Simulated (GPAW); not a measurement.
**MgB2 in GPAW: the effect of strain hydrostatic**

The system is MgB2.

```
Mg B
1.0
     2.96160    0.00000    0.00000
    -1.48080    2.56482    0.00000
     0.00000    0.00000    3.38208
Mg B
1 2
Direct
  0.00000 0.00000 0.00000
  0.66667 0.33333 0.50000
  0.33333 0.66667 0.50000
```

Alike in all runs:

```yaml
Program: GPAW 26.7.0
Task: single point
Functional: PBEsol
Potentials_or_basis: PAW data sets generated in the run's folder for this functional
Cutoff: 800 eV
Basis: pw
k_mesh: 10 × 10 × 8
Occupations: fermi-dirac, width 0.05 eV
Spin: no spin polarisation
Maxiter: 150
```

| strain hydrostatic | pressure (GPa) |
| --- | --- |
| -0.04 | 19.2 |
| -0.02 | ? |
| -0.01 | 1.6 |
| 0 | -3.1 |
| 0.01 | -7.2 |
| 0.02 | -10.8 |
| 0.04 | -16.8 |

Q: What does the run with strain hydrostatic -0.02 give?

A: Pressure 6.8 GPa.

Worked out: A parabola through the other rows of the pressure, of slope -555 GPa per unit of strain hydrostatic there, gives 7.0 GPa, against the run's 6.8.

Caveats: the density grid can change from cell to cell, which puts small steps into energies and stress.
